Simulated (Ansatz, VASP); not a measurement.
# Ag in VASP and in Ansatz

INCAR

```
SYSTEM = Ag
ALGO = Fast
EDIFF = 1E-7
ENCUT = 520
GGA = PE
ISIF = 2
ISMEAR = 0
LASPH = .TRUE.
LCHARG = .FALSE.
LREAL = .FALSE.
LWAVE = .FALSE.
NBANDS = 12
NELM = 100
PREC = Accurate
SIGMA = 0.15
```

Contents of KPOINTS:

```
k-points
0
G
  20 20 20
  0 0 0
```

The input POSCAR:

```
Ag
1.0
    0.0000000000      2.0533155000      2.0431000000
    2.0431000000      0.0000000000      2.0431000000
    2.0431000000      2.0533155000      0.0000000000
Ag
1
Direct
    0.0000000000      0.0000000000      0.0000000000
```

Input for Ansatz:

```yaml
crystal:
  lattice:
    - [0.0, 2.0533155, 2.0431]
    - [2.0431, 0.0, 2.0431]
    - [2.0431, 2.0533155, 0.0]
  atoms:
    - { symbol: Ag, position: [0.0, 0.0, 0.0] }
basis:
  ecutwfc: 420
kpoints:
  mp_grid: { grid: [20, 20, 20] }
hamiltonian:
  xc: pbe
scf:
  occupations: { method: gaussian, width: 0.15 }
output:
  forces: true
  stress: true
  eigenvalues: true
```

Change from the starting cell: strain +0.0050 x Voigt [0, 1, 0, 0, 0, 0], atoms carried along.

Alike in both runs: task single point; functional PBE; k mesh 20 × 20 × 20; occupations gaussian, width 0.15 eV; no spin polarisation.

```csv
,VASP,Ansatz
version,VASP 6.6.1,Ansatz 0.2.0
potentials or method,"VASP PAW PBE potentials, release 64 (Ag)","scalar-relativistic, plane waves, PAW"
plane-wave cutoff (eV),520,420
valence electrons in the cell,11,19
```

VASP gave:

| Quantity | Value |
| --- | --- |
| gap on the k mesh at the Fermi level (eV) | none |
| pressure (GPa) | 4.0 |
| largest component of the traceless stress (GPa) | 0.13 |

**Question.** Estimate Ansatz's values.

**Answer.** gap on the k mesh at the Fermi level (eV): none; pressure (GPa): 4.1; largest component of the traceless stress (GPa): 0.14.

A gap of «none» marks a metal or a gap that the smearing closes. The two sets of potentials don't hold the same shells in valence.
